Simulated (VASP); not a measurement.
A run of VASP 6.6.1:

Contents of INCAR:

```
SYSTEM = Lu2H3
ALGO = Normal ; EDIFF = 1E-7
ENCUT = 520 ; GGA = PS
ISIF = 2 ; ISMEAR = 0
IVDW = 13 ; LASPH = .True.
LCHARG = .True. ; LELF = .True.
LREAL = .False. ; LVHAR = .True.
LWAVE = .False. ; NBANDS = 34
NELM = 100 ; PREC = Accurate
SIGMA = 0.1
```

Contents of KPOINTS:

```
k-points
0
Gamma
  3 3 3
  0 0 0
```

The input POSCAR:

```
Lu2H3
1.0
    0.0000000000      5.0330000000      5.0330000000
    2.5165000000      0.0000000000      2.5165000000
    2.5165000000      2.5165000000      0.0000000000
Lu H
2 3
Direct
    0.0000000000      0.0000000000      0.0000000000
    0.5000000000      0.0000000000      0.0000000000
    0.1250000000      0.2500000000      0.2500000000
    0.5587158752      0.6307991258      0.6313645937
    0.8750000000      0.7500000000      0.7500000000
```

Potentials or basis: VASP PAW PBE potentials, release 64 (Lu, H).

Command:

```sh
$ cat potpaw_PBE.64/Lu/POTCAR potpaw_PBE.64/H/POTCAR > POTCAR
$ mpirun -np 1 vasp_std > vasp.out
```

Hardware: 1 thread of Intel(R) Xeon(R) Platinum 8375C CPU @ 2.90GHz (Ice Lake) (shared host).

Task: Estimate the wall time of this run.

Result: It took 92 s on 1 thread of Intel(R) Xeon(R) Platinum 8375C CPU @ 2.90GHz (Ice Lake), on a shared host, peak memory 0.21 GiB. Counts: scf iterations 16, k points 14.
